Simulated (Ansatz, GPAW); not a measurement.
# Ballistic transport through biphenyl-4,4'-dithiol between two Ir chains, from relaxation to T(E)

Wanted: T(E) of biphenyl-4,4'-dithiol between two Ir chains at a relaxed geometry in two programs, beside the unrelaxed structure.

Program: GPAW 26.7.0 and Ansatz 0.2.0. Level of theory: Ansatz plane waves; relaxation of the junction with the lead ends held; PAW set soft_1, in the first sound run; inputs show where later runs differ. Results are calculated unless marked as measured.

This is a report of a sequence of runs, with most program output left out.

**1. The starting structure**

The cell holds 38 atoms: 16 Ir, 2 S, 8 H and 12 C. Its edges and angles: a = 12.503 Å, b = 10.814 Å, c = 47.516 Å, α = 90.0°, β = 90.0°, γ = 90.0°. Regions: left lead, 8 atoms (8 Ir); channel, 22 atoms (2 S, 8 H and 12 C); right lead, 8 atoms (8 Ir). Vacuum lies along a and b. The structure is stacked along c, and the current runs across the ab planes.

**2. Relaxation**

Transmission follows bond lengths closely, so the atoms between the held lead ends are relaxed first, from a slightly shaken start that lets symmetry break.

File input.yaml:

```yaml
crystal:
  lattice:
    - [12.5034429481, 0.0, 0.0]
    - [0.0, 10.8140714037, 0.0]
    - [0.0, 0.0, 47.5160471249]
  atoms:
    - { symbol: Ir, position: [0.5, 0.5, 0.0242023499] }
    - { symbol: Ir, position: [0.5, 0.5, 0.0726070498] }
    - { symbol: Ir, position: [0.5, 0.5, 0.1210117497] }
    - { symbol: Ir, position: [0.5, 0.5, 0.1694164495] }
    - { symbol: Ir, position: [0.5, 0.5, 0.2178211494] }
    - { symbol: Ir, position: [0.5, 0.5, 0.2662258493] }
    - { symbol: Ir, position: [0.5034688321, 0.5003822763, 0.3148005502] }
    - { symbol: Ir, position: [0.5020946564, 0.5012479209, 0.3639991333] }
[... 26 atom lines left out ...]
    - { symbol: Ir, position: [0.5, 0.5, 0.8305835505] }
    - { symbol: Ir, position: [0.5, 0.5, 0.8789882503] }
    - { symbol: Ir, position: [0.5, 0.5, 0.9273929502] }
    - { symbol: Ir, position: [0.5, 0.5, 0.9757976501] }
kpoints:
  mp_grid: { grid: [1, 1, 2] }
hamiltonian:
  xc: pbe
  pseudopotentials: { kind: paw, azcp: { folder: soft_1 } }
scf:
  occupations: { method: fermi_dirac, width: 0.1 }
relax:
  f_tol: 0.03
  max_steps: 80
  constraints: [{ sites: [0, 1, 2, 3, 4, 5, 32, 33, 34, 35, 36, 37] }]
```

Started as:

```console
$ ansatz run input.yaml --threads 4 --pin off --max-ram 8192MiB --backend cpu --events-out ev --progress --plain --runs-dir out
```

Wall time 40 min (4 threads of Arm Neoverse N1, shared host); peak memory 7.4 GiB.

Step by step (22 of 23):

```tsv
step	energy less that of the first step (eV)	largest force component (eV/Å)
1	0.0000	4.4738
2	-1.3463	2.0383
3	-1.7968	0.7147
4	-2.0923	0.6849
5	-2.3735	0.5337
6	-2.6457	0.4198
7	-2.8838	0.3681
8	-3.0515	0.2305
9	-3.1445	0.0943
10	-3.1823	0.1248
11	-3.1961	0.1502
13	-3.2131	0.1212
14	-3.2168	0.1292
15	-3.2216	0.0822
16	-3.2248	0.0330
17	-3.2264	0.0524
18	-3.2278	0.0683
19	-3.2284	0.0517
20	-3.2294	0.0207
21	-3.2294	0.0208
22	-3.2296	0.0119
23	-3.2297	0.0173
```

The atoms that moved most (Å):

```tsv
atom	dx	dy	dz	length
H10	0.993	-1.384	-0.316	1.732
Ir7	-1.021	-0.952	-0.448	1.466
Ir32	0.920	-0.982	0.478	1.427
H17	0.835	-0.912	-0.218	1.255
C13	0.798	-0.838	-0.190	1.173
S9	0.578	-0.944	-0.155	1.118
C15	0.666	-0.697	-0.179	0.980
Ir8	-0.392	-0.567	-0.620	0.927
```

Numbers from this step:

```
free energy         : -195872.8415 eV
smearing term TS    : 1.579 eV
symmetry operations : 1
```

The relaxation lowered the energy of the cell by 3.23 eV.

**3. Plane-wave reference (PBE)**

A plane-wave run comes first: its basis does not favour the atoms, so it serves as the reference for the orbital bases.

This step: Ansatz plane waves; Landauer transmission by layers, zero bias; PAW set soft_1 (Ansatz 0.2.0).

File input.yaml:

```yaml
crystal:
  lattice:
    - [12.5034429481, 0.0, 0.0]
    - [0.0, 10.8140714037, 0.0]
    - [0.0, 0.0, 47.5160471249]
  atoms:
    - { symbol: Ir, position: [0.5, 0.5, 0.0242023499] }
    - { symbol: Ir, position: [0.5, 0.5, 0.0726070498] }
    - { symbol: Ir, position: [0.5, 0.5, 0.1210117497] }
    - { symbol: Ir, position: [0.5, 0.5, 0.1694164495] }
    - { symbol: Ir, position: [0.5, 0.5, 0.2178211494] }
    - { symbol: Ir, position: [0.5, 0.5, 0.2662258493] }
    - { symbol: Ir, position: [0.4218438329, 0.4123343008, 0.3053673925] }
    - { symbol: Ir, position: [0.4707607468, 0.4487958239, 0.3509485813] }
[... 26 atom lines left out ...]
    - { symbol: Ir, position: [0.5, 0.5, 0.8305835505] }
    - { symbol: Ir, position: [0.5, 0.5, 0.8789882503] }
    - { symbol: Ir, position: [0.5, 0.5, 0.9273929502] }
    - { symbol: Ir, position: [0.5, 0.5, 0.9757976501] }
kpoints:
  mp_grid: { grid: [1, 1, 2] }
hamiltonian:
  xc: pbe
  pseudopotentials: { kind: paw, azcp: { folder: soft_1 } }
scf:
  occupations: { method: fermi_dirac, width: 0.1 }
output:
  transmission:
    leads: [[0, 1]]
    e_range: [-2, 2]
    de: 0.025
    kmesh: [1, 1]
    reduced_basis: true
  write_potential: true
  write_density: true
  volumetric_format: npy
```

It took 8.6 h on 4 threads; peak memory 7 GiB; 30 h of CPU time.

This step gave:

```yaml
free_energy: -195872.8416 eV
lead_level: 0 eV from the Fermi level
transmission_at_the_fermi_level_one_spin: 0.7927
open_channels_of_the_lead_at_the_fermi_level_one_spin: 6
step_of_the_potential_along_the_lead: 11.9 meV
offset_of_the_lead: 0 Å
filling_of_the_lead_less_its_bulk_value_in_size: 3.5 meV
conductance: 0.7162 G₀
```

One spin. Transmission, zone mean against energy, zero at the Fermi level:

energy (eV), transmission, zone mean and a bar:
```
   -2.000       0.95 #############################
   -1.875       1.00 ##############################
   -1.800       0.97 #############################
   -1.600       0.46 ##############
   -1.400       0.57 #################
   -1.350       0.98 #############################
   -1.200       0.08 ##
   -1.000       0.00 
   -0.800       0.06 ##
   -0.600       0.07 ##
   -0.400       0.10 ###
   -0.200       0.29 #########
    0.000       0.79 ########################
    0.025       0.80 ########################
    0.200       0.20 ######
    0.400       0.61 ##################
    0.450       0.71 #####################
    0.600       0.11 ###
    0.800       0.00 
    1.000       0.00 
    1.200       0.00 
    1.400       0.00 
    1.600       0.00 
    1.800       0.00 
    2.000       0.00
```

One spin. Table of open channels, zone mean by energy, zero at the Fermi level:

```tsv
energy (eV)	open channels, zone mean
-2.000	3
-1.900	4
-1.800	4
-1.700	4
-1.600	4
-1.500	4
-1.400	6
-1.300	6
-1.200	6
-1.100	6
-1.000	4
-0.900	6
-0.800	6
-0.700	6
-0.600	6
-0.500	6
-0.400	6
-0.300	6
-0.200	6
-0.100	6
0.000	6
0.100	4
0.200	4
0.300	4
0.400	4
0.500	4
0.600	4
0.700	4
0.800	4
0.900	4
1.000	3
1.100	3
1.200	3
1.300	3
1.400	3
1.500	3
1.600	3
1.700	3
1.800	3
1.900	3
2.000	3
```

Crystal 0, spin -, k parallel (0, 0); distinct values, listed up to 1.5 1/Å. Im kz of the slowest decaying states against energy, zero at the Fermi level:

```tsv
energy (eV)	decay 1 (Å⁻¹)	decay 2 (Å⁻¹)	decay 3 (Å⁻¹)	decay 4 (Å⁻¹)
-2.0000	0.0561	0.552	0.552	1.31
-1.7500	0.418	0.418	1.29	1.29
-1.5000	0.193	1.26	1.27	1.35
-1.2500	1.23	1.24	1.33	1.41
-1.0000	0.00152	1.21	1.21	1.30
-0.7500	1.18	1.19	1.28	1.36
-0.5000	1.15	1.16	1.25	1.33
-0.2500	1.12	1.13	1.22	1.31
0.0000	1.10	1.10	1.20	1.28
0.2500	0.281	0.281	1.07	1.07
0.5000	0.412	0.412	1.04	1.04
0.7500	0.500	0.500	1.00	1.01
1.0000	0.0958	0.567	0.567	0.972
1.2500	0.215	0.620	0.939	0.948
1.5000	0.283	0.665	0.665	0.905
1.7500	0.332	0.702	0.871	0.880
2.0000	0.371	0.735	0.836	0.846
```

Crystal 0, spin -, k parallel (0, 0). The Re kz of states that move upwards by energy, zero at the Fermi level:

```tsv
energy (eV)	channel 1 (Å⁻¹)	channel 2 (Å⁻¹)	channel 3 (Å⁻¹)	channel 4 (Å⁻¹)	channel 5 (Å⁻¹)	channel 6 (Å⁻¹)
-2.0000	-0.683	-0.682	0.706	-	-	-
-1.7500	-0.642	-0.642	0.288	0.727	-	-
-1.5000	-0.603	-0.602	0.412	0.748	-	-
-1.2500	-0.564	-0.564	0.335	0.335	0.509	0.770
-1.0000	-0.526	0.526	0.590	0.794	-	-
-0.7500	-0.490	-0.490	0.660	0.680	0.680	0.821
-0.5000	-0.454	-0.453	0.720	0.826	0.826	0.854
-0.2500	-0.418	-0.417	0.768	0.896	0.982	0.982
0.0000	-0.382	-0.381	0.805	0.950	1.21	1.21
0.2500	-0.345	-0.345	0.834	1.01	-	-
0.5000	-0.309	-0.309	0.858	1.09	-	-
0.7500	-0.272	-0.272	0.880	1.19	-	-
1.0000	-0.235	-0.234	0.901	-	-	-
1.2500	-0.196	-0.195	0.920	-	-	-
1.5000	-0.154	-0.154	0.940	-	-	-
1.7500	-0.109	-0.109	0.959	-	-	-
2.0000	-0.0525	-0.0511	0.978	-	-	-
```

The electrostatic potential energy of an electron (with the applied field's), less the Fermi level, planar mean oscillates, so the rows of the table below give means over windows of 2.15 Å about each position, cut where the curve ends. Its first 14 maxima inside the range that stand out by 2 % of the span (Å: eV): 2.2: 5.44, 4.6: 5.43, 6.8: 5.39, 9.2: 5.34, 11.4: 5.23, 13.5: 4.70, 15.6: 4.93, 17.7: 4.69, 19.5: 4.57, 21.5: 3.93, 23.8: 4.27, 26.0: 3.93, 28.1: 4.58, 29.8: 4.69. Its first 14 minima: 1.2: 4.32, 3.4: 4.30, 5.8: 4.28, 8.0: 4.24, 10.4: 4.16, 12.6: 3.98, 14.6: 3.89, 16.6: 3.86, 18.7: 4.17, 20.8: 3.47, 22.4: 3.39, 25.1: 3.39, 26.7: 3.47, 28.8: 4.18.

Table of electrostatic potential energy of an electron (with the applied field's), less the Fermi level, planar mean by z; means over each step:

```tsv
z (Å)	electrostatic potential energy of an electron (with the applied field's), less the Fermi level, planar mean (eV)
1.07	4.84
3.22	4.83
5.37	4.83
7.52	4.80
9.67	4.76
11.82	4.64
13.97	4.26
16.12	4.36
18.27	4.39
20.42	3.87
22.57	3.69
24.72	3.72
26.87	3.81
29.02	4.41
31.17	4.35
33.32	4.30
35.47	4.60
37.62	4.73
39.77	4.78
41.92	4.81
44.07	4.82
46.22	4.84
```

The valence density, planar mean oscillates, so the rows of the table below give means over windows of 2 Å about each position, cut where the curve ends. Its first 14 maxima inside the range that stand out by 2 % of the span (Å: e/Å³): 1.2: 0.108, 3.4: 0.108, 5.8: 0.108, 8.0: 0.108, 10.4: 0.108, 12.6: 0.108, 14.6: 0.108, 16.6: 0.110, 18.3: 0.0292, 20.8: 0.0618, 22.4: 0.0617, 25.1: 0.0617, 26.7: 0.0619, 29.3: 0.0291. Its first 14 minima: 2.2: 0.0169, 4.6: 0.0166, 6.8: 0.0169, 9.2: 0.0166, 11.4: 0.0171, 13.5: 0.0288, 15.6: 0.0191, 17.7: 0.0229, 19.3: 0.0206, 21.7: 0.0455, 23.8: 0.0246, 25.8: 0.0454, 28.2: 0.0207, 29.8: 0.0228.

Table of valence density, planar mean by z; means over each step:

z (Å), valence density, planar mean (e/Å³) and a bar from the least value:
```
        0      0.047 ############
        2      0.050 ##############
        4      0.056 ###################
        6      0.060 ######################
        8      0.060 ######################
       10      0.059 #####################
       12      0.055 ##################
       14      0.067 ############################
       16      0.057 ####################
       18      0.033 
       20      0.041 #######
       22      0.053 #################
       24      0.041 #######
       26      0.054 #################
       28      0.033 
       30      0.051 ###############
       32      0.054 #################
       34      0.070 ##############################
       36      0.047 ############
       38      0.051 ###############
       40      0.056 ###################
       42      0.060 ######################
       44      0.060 ######################
       46      0.059 #####################
```

The largest of the program's own error estimates on the conductance is 8.5 %. T at the Fermi level is 0.793 of 6 open channels a spin, without spin-orbit coupling, which is large for these atoms.

**4. Double-zeta polarised basis**

Localised orbitals split the wire into layers that couple to their neighbours alone, which is what the Green's function method needs; double zeta with polarisation is the usual level for numbers.

This step: GPAW LCAO, PAW setups; Landauer transmission from Green's functions with principal layers (ASE), zero bias (GPAW 26.7.0).

File run.py:

```python
import json
import numpy as np
from ase import Atoms
from ase.transport.calculators import TransportCalculator
from gpaw import GPAW, FermiDirac
from gpaw.lcao.tools import get_lcao_hamiltonian
from scipy.linalg import eigh

# The junction with lead layers at both ends, along the third cell vector
device = Atoms(
    ['Ir', 'Ir', 'Ir', 'Ir', 'Ir', 'Ir', 'Ir', 'Ir', 'S', 'H', 'C', 'H', 'C', 'C', 'C', 'C', 'H', 'C', 'H', 'H', 'C', 'C', 'H', 'C', 'C', 'H', 'C', 'C', 'H', 'S', 'Ir', 'Ir', 'Ir', 'Ir', 'Ir', 'Ir', 'Ir', 'Ir'],
    positions=[
        [6.25172, 5.40704, 1.15000],
        [6.25172, 5.40704, 3.45000],
        [6.25172, 5.40704, 5.75000],
        [6.25172, 5.40704, 8.05000],
        [6.25172, 5.40704, 10.35000],
        [6.25172, 5.40704, 12.65000],
        [5.27450, 4.45901, 14.50985],
        [5.88613, 4.85331, 16.67569],
        [4.87847, 4.26175, 18.52362],
        [7.56344, 4.95975, 19.95179],
        [5.46887, 4.45740, 20.21271],
        [3.46335, 3.97170, 20.87047],
        [6.76837, 4.75786, 20.66944],
        [4.47627, 4.21783, 21.19169],
        [7.05307, 4.78968, 22.03612],
        [4.76823, 4.27038, 22.55132],
        [8.07097, 5.03464, 22.34245],
        [6.07027, 4.54426, 23.02733],
        [3.97047, 4.04846, 23.26102],
        [8.43056, 3.84909, 24.25182],
        [6.38430, 4.53369, 24.48286],
        [7.65628, 4.14575, 24.96030],
        [4.43667, 5.20777, 25.16492],
        [5.42808, 4.87245, 25.47274],
        [7.94280, 4.07456, 26.32026],
        [8.92953, 3.74012, 26.64307],
        [5.70907, 4.82206, 26.83973],
        [6.97644, 4.40798, 27.29833],
        [4.93561, 5.09961, 27.55590],
        [7.55103, 4.17380, 28.98714],
        [6.59058, 4.83200, 30.83759],
        [7.16134, 4.39623, 33.00615],
        [6.25172, 5.40704, 34.86605],
        [6.25172, 5.40704, 37.16605],
        [6.25172, 5.40704, 39.46605],
        [6.25172, 5.40704, 41.76605],
        [6.25172, 5.40704, 44.06605],
        [6.25172, 5.40704, 46.36605]],
    cell=[[12.50344, 0.0, 0.0], [0.0, 10.81407, 0.0], [0.0, 0.0, 47.51605]],
    pbc=True)

# One principal layer of the lead: the first 5 atoms of the device
lead = Atoms(
    ['Ir', 'Ir', 'Ir', 'Ir', 'Ir'],
    positions=[
        [6.25172, 5.40704, 1.15000],
        [6.25172, 5.40704, 3.45000],
        [6.25172, 5.40704, 5.75000],
        [6.25172, 5.40704, 8.05000],
        [6.25172, 5.40704, 10.35000]],
    cell=[[12.50344, 0.0, 0.0], [0.0, 10.81407, 0.0], [0.0, 0.0, 11.5]],
    pbc=True)

settings = dict(mode='lcao', basis='dzp', xc='PBE', h=0.2,
                occupations=FermiDirac(0.1), maxiter=250,
                mixer=dict(beta=0.1, nmaxold=8, weight=100.0),
                convergence=dict(density=0.0001))
energies = np.arange(-2, 2 + 1e-9, 0.025)
eta = 0.0001
n1, n2 = 1, 1
# k and -k transmit alike, so half of the mesh across the current serves
mesh = [(i, j) for i in range(n1) for j in range(n2) if (i, j) <= (-i % n1, -j % n2)]
weights = np.array([1 if (i, j) == (-i % n1, -j % n2) else 2 for i, j in mesh]) / (n1 * n2)

# [... helper functions left out ...]
fermi_lead = ground_state(lead, (1, 1, 10), 'lead.txt')
fermi_device = ground_state(device, (1, 1, 2), 'device.txt')
# [... loop over the mesh left out, but for ...]
        # Shift the lead onto the potential of the device's first layer
        shift = ((H[:, 0, 0] - H0[:, 0, 0]) / S0[0, 0]).real.mean()
# [...]
kT = 8.617333e-5 * 300
bias = [0.1, 0.2, 0.5, 1.0, 1.5, 2.0]
# [... integrals and printing left out ...]
```

Started as:

```console
$ OMP_NUM_THREADS=1 OPENBLAS_NUM_THREADS=1 python run.py
```

Elapsed: 16 min, on 1 thread; peak memory 2.6 GiB.

Numbers from this step:

```
conductance                                    : 0.6994 G₀
largest coupling past the next principal layer : 1.48e-6 eV
largest misfit of the first principal layer    : 0.1063 eV
shift that aligns the lead                     : -0.003314 eV
basis functions of the junction                : 654
basis functions of a principal layer           : 135
transmission at the Fermi level (one spin)     : 0.7553
```

One spin. The transmission, zone mean by energy, zero at the Fermi level:

```tsv
energy (eV)	transmission, zone mean
-2.000	0.983
-1.900	0.997
-1.800	0.922
-1.700	0.715
-1.600	0.498
-1.500	0.586
-1.400	0.779
-1.350	0.971
-1.300	0.592
-1.200	0.0703
-1.100	0.0272
-1.000	0.0222
-0.900	0.0269
-0.800	0.0338
-0.700	0.0384
-0.600	0.0410
-0.500	0.0455
-0.400	0.0589
-0.300	0.0974
-0.200	0.206
-0.100	0.469
0.000	0.755
0.025	0.773
0.100	0.384
0.200	0.212
0.300	0.367
0.400	0.741
0.425	0.742
0.500	0.340
0.600	0.0402
0.700	0.00769
0.800	0.00243
0.900	0.00106
1.000	5.9e-4
1.100	3.9e-4
1.200	3.0e-4
1.300	2.6e-4
1.400	2.5e-4
1.500	2.6e-4
1.600	3.0e-4
1.700	3.6e-4
1.800	4.1e-4
1.900	2.6e-4
2.000	9.3e-6
```

Not self-consistent under bias; the bias window is split evenly. The current through one cell, from the zero-bias transmission by bias:

```tsv
bias (V)	current through one cell, from the zero-bias transmission (μA)
0.100	5.26
0.200	9.57
0.500	16.4
1.000	27.6
1.500	30.1
2.000	30.7
```

Transmission of the three most open eigenchannels against energy, zero at the Fermi level:

```tsv
energy (eV)	channel 1	channel 2	channel 3
-2.000	0.982	8.4e-4	6.0e-5
-1.900	0.996	6.8e-4	2.3e-5
-1.800	0.922	4.6e-4	1.0e-5
-1.700	0.715	3.5e-4	4.5e-6
-1.600	0.498	5.8e-4	2.0e-6
-1.500	0.586	1.4e-5	1.1e-5
-1.400	0.779	1.6e-5	3.9e-6
-1.300	0.592	1.0e-5	3.5e-6
-1.200	0.0703	1.1e-5	2.9e-6
-1.100	0.0271	1.8e-5	2.4e-6
-1.000	0.0222	4.6e-5	2.1e-6
-0.900	0.0267	1.4e-4	2.0e-6
-0.800	0.0335	3.3e-4	2.1e-6
-0.700	0.0380	4.3e-4	2.3e-6
-0.600	0.0407	3.3e-4	2.7e-6
-0.500	0.0453	2.0e-4	3.5e-6
-0.400	0.0588	1.2e-4	5.0e-6
-0.300	0.0973	8.2e-5	6.9e-6
-0.200	0.206	6.4e-5	7.9e-6
-0.100	0.468	5.6e-5	6.6e-6
0.000	0.755	5.2e-5	3.6e-6
0.100	0.384	7.9e-5	5.9e-7
0.200	0.212	6.8e-5	1.1e-7
0.300	0.367	4.8e-5	4.8e-8
0.400	0.741	3.4e-5	2.9e-8
0.500	0.340	2.6e-5	1.9e-8
0.600	0.0402	2.0e-5	1.2e-8
0.700	0.00767	1.6e-5	7.1e-9
0.800	0.00241	1.2e-5	2.9e-9
0.900	0.00105	5.9e-6	2.8e-10
1.000	5.8e-4	3.8e-6	5.0e-11
1.100	3.9e-4	2.9e-6	3.3e-11
1.200	3.0e-4	2.5e-6	2.5e-10
1.300	2.6e-4	2.3e-6	1.8e-9
1.400	2.5e-4	2.3e-6	8.5e-9
1.500	2.6e-4	2.3e-6	3.1e-8
1.600	3.0e-4	2.4e-6	9.0e-8
1.700	3.6e-4	2.6e-6	2.1e-7
1.800	4.1e-4	2.9e-6	3.4e-7
1.900	2.5e-4	2.9e-6	2.1e-7
2.000	9.3e-6	1.4e-11	0
```

At the Fermi level T is 0.755 against 0.793 in plane waves. Couplings past the next layer reach 1.5e-6 eV, small enough to drop; the matrix elements of the cell's first layer differ from the bulk lead's by up to 0.11 eV. That layer keeps its own values in the calculation, and only beyond it is the lead taken as perfect. The Fermi levels of lead and junction count from different zeros of potential, one for each periodic cell; with both set to zero, the small remaining shift is what aligns them. Without spin-orbit coupling, which is large for these atoms, channel counts and T are those of the scalar-relativistic bands. By hand: G = 0.6994 × 77.48 μS = 54.2 μS, a resistance of 18.5 kΩ; at 0.1 V a linear junction would pass 5.42 μA, and the integral over the bias window gives 5.26 μA.

**5. GPAW, szp: basis = "szp(dzp)"**

The second zeta is dropped, the polarisation orbitals stay.

run.py: that of step 4 with these lines changed.

```diff
@@ -65,3 +65,3 @@
 
-settings = dict(mode='lcao', basis='dzp', xc='PBE', h=0.2,
+settings = dict(mode='lcao', basis='szp(dzp)', xc='PBE', h=0.2,
                 occupations=FermiDirac(0.1), maxiter=250,
```

It took 9.9 min on 1 thread; peak memory 2.5 GiB.

This step gave:

```yaml
conductance: 0.7285 G₀
largest_misfit_of_the_first_principal_layer: 0.1094 eV
shift_that_aligns_the_lead: -0.001969 eV
basis_functions_of_the_junction: 398
basis_functions_of_a_principal_layer: 75
transmission_at_the_fermi_level_one_spin: 0.7915
```

One spin. Transmission, zone mean against energy, zero at the Fermi level:

```tsv
energy (eV)	transmission, zone mean
-2.000	0.983
-1.900	0.998
-1.800	0.991
-1.700	0.994
-1.600	0.929
-1.500	0.396
-1.400	0.127
-1.300	0.0259
-1.200	0.00768
-1.100	0.00457
-1.000	0.00470
-0.900	0.00727
-0.800	0.0115
-0.700	0.0161
-0.600	0.0200
-0.500	0.0251
-0.400	0.0387
-0.300	0.0793
-0.200	0.206
-0.100	0.535
0.000	0.792
0.100	0.373
0.200	0.216
0.300	0.412
0.375	0.637
0.400	0.626
0.500	0.167
0.600	0.0249
0.700	0.00631
0.800	0.00247
0.900	0.00131
1.000	8.8e-4
1.100	7.1e-4
1.200	6.7e-4
1.300	7.5e-4
1.400	9.8e-4
1.500	0.00153
1.600	0.00293
1.700	0.00746
1.800	0.0332
1.900	0.750
2.000	2.7e-5
```

The conductance, 0.729 G₀, lies 4.2 % above that of the dzp run.

[end of part 1 of 2]

[Logs are printed without paths, hosts, clocks, repeated set-up lines and the standing remarks that a program may print on its own settings, such as how far it seeks lower states.]

[Hosts, paths, dates, database ids (printed as entryN), source tags and the programs' standing remarks are cut or masked in the printed files.]
